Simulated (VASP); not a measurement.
Input of a VASP 6.6.1 run:

The input POSCAR:

```
MnO
1.0
    0.0000000000      2.4003548699      2.4003548699
    2.4003548699      0.0000000000      2.4003548699
    2.4003548699      2.4003548699      0.0000000000
Mn O
1 1
Direct
    0.0000000000      0.0000000000      0.0000000000
    0.2500000000      0.2500000000      0.2500000000
```

File INCAR.step1:

```
ALGO = Normal
EDIFF = 1E-4
ENCUT = 520
GGA = PE
ISMEAR = 0
ISPIN = 2
LASPH = T
LCHARG = F
LMAXMIX = 4
LREAL = F
LWAVE = T
MAGMOM = 5 0
NBANDS = 20
NELM = 150
PREC = Accurate
SIGMA = 0.05
```

INCAR.step2

```
ALGO = Normal
EDIFF = 1E-6
ENCUT = 520
ISIF = 2
ISMEAR = 0
ISPIN = 2
ISTART = 1
LASPH = T
LCHARG = T
LELF = T
LMAXMIX = 4
LMIXTAU = T
LORBIT = 11
LREAL = F
LVHAR = T
LWAVE = F
MAGMOM = 5 0
METAGGA = R2SCAN
NBANDS = 20
NELM = 150
PREC = Accurate
SIGMA = 0.05
```

Contents of KPOINTS:

```
k-points
0
Gamma
  12 12 12
```

Potentials or basis: VASP PAW PBE potentials, release 64 (Mn_pv, O).

The run is started by

```sh
$ cat potpaw_PBE.64/Mn_pv/POTCAR potpaw_PBE.64/O/POTCAR > POTCAR
$ cp INCAR.step1 INCAR
$ mpirun -np 1 vasp_std > vasp.out
$ cp INCAR.step2 INCAR
$ mpirun -np 1 vasp_std > vasp.out
```

(1) Estimate the band gap on the k mesh.

(2) Estimate the site moments.

## Answers

(1) none (metal or under the smearing width).

(2) Mn +4.50; O +0.18 μB.

Caveat: a cell with one magnetic atom can't hold antiferromagnetic order, which such compounds often take; semilocal functionals often make such compounds metallic where correlation or magnetic order opens a gap, which also shifts bond lengths.
